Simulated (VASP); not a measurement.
Input of a VASP 6.6.1 run:

Contents of INCAR:

```
PREC = Accurate
ENCUT = 600
EDIFF = 1E-7
ISMEAR = 0
SIGMA = 0.03
LREAL = F
LASPH = T
NELM = 80
ALGO = Normal
ISIF = 3
LWAVE = F
LCHARG = F
GGA = PE
IVDW = 12
IBRION = 2
NSW = 90
EDIFFG = -0.005
KPAR = 2
```

File KPOINTS:

```
regular mesh
0
Gamma
  9 9 5
```

Contents of POSCAR:

```
PtSe2                                   
1.0
    3.7698145520     -0.0000000000      0.0000000000
   -1.8849072760      3.2647551696      0.0000000000
   -0.0000000000      0.0000000000      4.8122564333
  Pt              Se            
     1     2
Direct
     0.0000000000000000    0.0000000000000000    0.0000000000000000
     0.3333333332999970    0.6666666667000030    0.2666359101060591
     0.6666666667000030    0.3333333332999970    0.7333640898939411
```

Potentials or basis: VASP PAW PBE potentials, release 64 (Pt, Se).

Launch:

```bash
$ cat potpaw_PBE.64/Pt/POTCAR potpaw_PBE.64/Se/POTCAR > POTCAR
$ mpirun -np 2 vasp_std > vasp.out
```

(1) Estimate the relaxed cell.

(2) Estimate the band gap on the k mesh.

Results:

(1) a = 3.768 Å, b = 3.768 Å, c = 4.820 Å, α = 90.00°, β = 90.00°, γ = 120.00°.

(2) none (metal or under the smearing width).
